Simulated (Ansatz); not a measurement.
The system is P.

```
P
1.0
     1.64774   -5.46504    0.00000
     1.64774    5.46504    0.00000
     0.00000    0.00000    4.54364
P
4
Cartesian
  1.6477 -4.4173 2.6754
  1.6477 4.4173 1.8683
  1.6477 -1.0477 0.4035
  1.6477 1.0477 4.1401
```

```yaml
Program: Ansatz 0.2.0
Task: relaxation of cell and atoms
Functional: PBE
Potentials_or_basis: PseudoDojo stringent (PBE files)
Cutoff: 599 eV
Density_cutoff: 2395 eV
k_mesh: 8 × 8 × 6
Occupations: fermi-dirac, width 0.05 eV
Spin: no spin polarisation
```

At the start: volume 20.46 Å³/atom.

Question: Where does the relaxation end?

Answer: It ends after 6 steps and the volume is 21.29 Å³/atom (+4.1 %); space group Cmce (No. 64, to 0.05 Å).

The path:
```
step  energy change (eV)  largest force (eV/Å)  volume (Å³)
   1              0.0000                0.3524        81.83
   2             -0.0160                0.1124        83.33
   3             -0.0199                0.0357        85.22
   4             -0.0207                0.0071        85.03
   5             -0.0207                0.0055        85.15
   6             -0.0208                0.0055        85.15
```

Final structure:
```xyz
4
Lattice="1.6561 -5.6399 0.0000 1.6561 5.6399 0.0000 0.0000 0.0000 4.5583" Properties=species:S:1:pos:R:3 pbc="T T T"
P     1.6561   -4.5781    2.6723
P     1.6561    4.5781    1.8860
P     1.6561   -1.0618    0.3931
P     1.6561    1.0618    4.1652
```

Caveat: the plane-wave basis is chosen anew once the cell has moved, so the energies of steps on either side of that aren't comparable.
